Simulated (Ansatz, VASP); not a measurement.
# Two plane-wave programs on CO2

```
CELL_PARAMETERS angstrom
2.63591 -2.38738 0.00000
2.63591 2.38738 0.00000
0.00000 0.00000 6.58718
ATOMIC_POSITIONS crystal
C 0.00000 0.00000 0.00000
C 0.50000 0.50000 0.50000
O 0.80651 0.19349 0.89184
O 0.19349 0.80651 0.10816
O 0.69349 0.30651 0.39184
O 0.30651 0.69349 0.60816
```

Alike in both runs: task single point; functional LDA; k mesh 5 × 5 × 3; no spin polarisation.

|  | VASP | Ansatz |
| --- | --- | --- |
| version | VASP 6.6.1 | Ansatz 0.2.0 |
| potentials or method | VASP PAW LDA potentials, release 64 (C, O) | plane waves, PAW |
| plane-wave cutoff (eV) | 520 | 420 |
| occupations | methfessel-paxton of order 1, width 0.1 eV | methfessel-paxton of order 1 |
| valence electrons in the cell | 32 | 32 |

```tsv
	VASP	Ansatz	Ansatz less VASP
gap on the k mesh at the Fermi level (eV)	6.36	6.38	+0.029
```

Caveats: the standard files for N, O and F lose accuracy on very short bonds; an odd mesh through Γ misses points on the zone boundary, where band edges often lie. LDA gaps usually lie below the measured ones, often by a third to a half.
